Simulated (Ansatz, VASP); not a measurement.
**Li: VASP beside Ansatz**

Contents of INCAR:

```
SYSTEM = Li
PREC     = Accurate       ! precision mode
ENCUT    = 520            ! plane-wave cutoff, eV
EDIFF    = 1E-6           ! SCF threshold, eV
ISMEAR   = -1             ! smearing method
SIGMA    = 0.1            ! smearing width, eV
LREAL    = .FALSE.        ! projectors in reciprocal space
LASPH    = .TRUE.         ! aspherical terms in the spheres
NELM     = 150            ! most SCF steps
ALGO     = Normal         ! electronic algorithm
ISIF     = 2              ! what is computed and relaxed
LWAVE    = .FALSE.        ! write WAVECAR
LCHARG   = .FALSE.        ! write CHGCAR
MAGMOM   = 0 0 0          ! initial moments
LORBIT   = 11             ! projections on sites
LSORBIT  = .TRUE.         ! spin-orbit coupling
GGA_COMPAT= .FALSE.      
LORBMOM  = .TRUE.       
GGA      = B5             ! functional
ALDAX    = 1.0          
AGGAX    = 1.0          
AGGAC    = 1.0          
ALDAC    = 0.0          
NBANDS   = 14             ! bands
```

File KPOINTS:

```
regular mesh
0
G
  13 13 13
  0 0 0
```

POSCAR

```
Li
1.0
   -1.7110721882      1.7110721882      1.7110721882
    1.7110721882     -1.7110721882      1.7110721882
    1.7110721882      1.7110721882     -1.7110721882
Li
1
Direct
    0.0000000000      0.0000000000      0.0000000000
```

Input for Ansatz:

```yaml
crystal:
  lattice:
    - [-1.7110721882, 1.7110721882, 1.7110721882]
    - [1.7110721882, -1.7110721882, 1.7110721882]
    - [1.7110721882, 1.7110721882, -1.7110721882]
  atoms:
    - { symbol: Li, position: [0.0, 0.0, 0.0] }
hamiltonian:
  xc: blyp
  pseudopotentials:
    kind: paw_fr
    azcp:
      Li: "pseudopotentials/Li.paw.azcp"
basis:
  ecutwfc: 420
  fft_grid_basis: typed
kpoints:
  mp_grid: { grid: [13, 13, 13], shift: [0, 0, 0] }
magnetization:
  noncollinear: true
  spin_orbit: true
scf:
  occupations: { method: fermi_dirac, width: 0.1 }
```

Alike in both runs: task single point; functional BLYP; k mesh 13 × 13 × 13; occupations fermi-dirac, width 0.1 eV; non-collinear spin, spin-orbit coupling.

|  | VASP | Ansatz |
| --- | --- | --- |
| version | VASP 6.6.1 | Ansatz 0.2.0 |
| potentials or method | VASP PAW PBE potentials, release 64 (Li_sv) | plane waves (420 eV) with PAW, fully relativistic with spin-orbit coupling |
| plane-wave cutoff (eV) | 520 | 420 |
| valence electrons in the cell | 3 | 3 |

```csv
,VASP,Ansatz,Ansatz less VASP
net moment per atom (μB),0.00,0.00,0.000
```

The functional is the same, so the differences come from potentials, cutoffs and numerics.
